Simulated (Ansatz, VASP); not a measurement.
**Ir: VASP beside Ansatz**

```
Ir
1.0
    -1.53788    1.53788    1.53788
     1.53788   -1.53788    1.53788
     1.53788    1.53788   -1.53788
Ir
1
Direct
  0.00000 0.00000 0.00000
```

Alike in both runs: functional PBEsol; k mesh 10 × 10 × 10; occupations gaussian, width 0.1 eV; no spin polarisation.

Ansatz relaxed the structure, and its values are those at the end. VASP's run is a single point on that final structure, the one shown.

```csv
,VASP,Ansatz
version,VASP 6.6.1,Ansatz 0.2.0
potentials or method,"VASP PAW PBE potentials, release 64 (Ir)","scalar-relativistic, plane waves, PAW"
plane-wave cutoff (eV),520,420
valence electrons in the cell,9,17
```

```csv
,VASP,Ansatz,Ansatz less VASP
gap on the k mesh at the Fermi level (eV),none,none,-
pressure (GPa),0.9,0.0,-0.87
```

A gap of «none» marks a metal or a gap that the smearing closes. The two sets of potentials don't hold the same shells in valence.

Caveats: the PAW data sets were made with another functional, which shifts forces and pressure a little (VASP). Spin-orbit coupling is left out, which matters for the levels of Ir.
